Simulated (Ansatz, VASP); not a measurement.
**Two plane-wave programs on Ge**

INCAR

```
  PREC = Accurate
  ENCUT = 520
  EDIFF = 1E-7
  ISMEAR = 1
  SIGMA = 0.033
  LREAL = F
  LASPH = T
  NELM = 150
  ALGO = Normal
  ISIF = 2
  LWAVE = F
  LCHARG = F
  ISPIN = 2
  MAGMOM = 0 -5
  LORBIT = 11
  GGA = PE
  NBANDS = 25
```

Contents of KPOINTS:

```
regular mesh
0
Gamma
  6 6 4
```

POSCAR

```
Ge
1.0
    1.4880529250     -2.5946896100      0.0000000000
    1.4880529250      2.5946896100      0.0000000000
    0.0000000000      0.0000000000      4.7275957900
Ge
2
Direct
    0.6665533700      0.3334466300      0.2500000000
    0.3334466300      0.6665533700      0.7500000000
```

Input for Ansatz:

```yaml
crystal:
  lattice:
    - [1.488052925, -2.59468961, 0.0]
    - [1.488052925, 2.59468961, 0.0]
    - [0.0, 0.0, 4.72759579]
  atoms:
    - { symbol: Ge, position: [0.66655337, 0.33344663, 0.25] }
    - { symbol: Ge, position: [0.33344663, 0.66655337, 0.75], spin: -5.0 }
basis:
  ecutwfc: 420
kpoints:
  mp_grid: { grid: [6, 6, 4] }
hamiltonian:
  xc: pbe
scf:
  occupations: { method: cold, width: 0.033 }
  self_checks: high
output:
  forces: true
  stress: true
  eigenvalues: true
  populations: true
magnetization:
  spin_polarized: true
```

Alike in both runs: task single point; functional PBE; k mesh 6 × 6 × 4; collinear spin.

|  | VASP | Ansatz |
| --- | --- | --- |
| version | VASP 6.6.1 | Ansatz 0.2.0 |
| potentials or method | VASP PAW PBE potentials, release 64 (Ge_d) | scalar-relativistic, plane waves, PAW |
| plane-wave cutoff (eV) | 520 | 420 |
| occupations | methfessel-paxton of order 1, width 0.033 eV | cold, width 0.033 eV |
| valence electrons in the cell | 28 | 28 |

VASP gave:

| Quantity | Value |
| --- | --- |
| gap on the k mesh at the Fermi level (eV) | none |
| pressure (GPa) | 3.2 |
| largest component of the traceless stress (GPa) | 4.07 |
| net moment per atom (μB) | 0.04 |

**Question.** Which values does Ansatz return?

**Answer.** gap on the k mesh at the Fermi level (eV): none; pressure (GPa): 3.2; largest component of the traceless stress (GPa): 4.07; net moment per atom (μB): 0.02.

A gap of «none» marks a metal or a gap that the smearing closes. Ansatz warned: «seeded_moment_not_kept».

Caveats: the k mesh is coarse (spacing up to 0.41 Å⁻¹), so the values aren't converged.
